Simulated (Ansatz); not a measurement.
LiF: relaxed-ion elastic tensor

All numbers below come from Ansatz 0.2.0, DFT PBE, scalar-relativistic, plane waves, PAW. Cutoff 420 eV, 12×12×12 k-points (Γ-centred), fixed occupations. No spin polarisation.

Equilibrium structure at this level:
```yaml
crystal:
  lattice:
    - [0.00000, 2.03406, 2.03406]
    - [2.03406, 0.00000, 2.03406]
    - [2.03406, 2.03406, 0.00000]
  atoms:
    - { symbol: Li, position: [0.50000, 0.50000, 0.50000] }
    - { symbol: F, position: [0.00000, 0.00000, 0.00000] }
```

The cell has the rock salt type, in a space group that the Crystallography Open Database lists for this formula; it was reached from a generator's guess.

(1) Give the relaxed-ion elastic constants (GPa, Voigt order xx yy zz yz xz xy, on the Cartesian axes of the cell above).

(2) Is the crystal stable against homogeneous strain?

(3) And the moduli of a polycrystal (Hill averages)?

Results:

(1)
```
108.7  46.8  46.8   0.0   0.0   0.0
 46.8 108.7  46.8   0.0   0.0   0.0
 46.8  46.8 108.7   0.0   0.0   0.0
  0.0   0.0   0.0  60.4   0.0   0.0
  0.0   0.0   0.0   0.0  60.4   0.0
  0.0   0.0   0.0   0.0   0.0  60.4
```

(2) Yes: the least eigenvalue of the tensor is 60.4 GPa.

(3) B = 67 GPa, G = 46 GPa, E = 113 GPa, ν = 0.22.
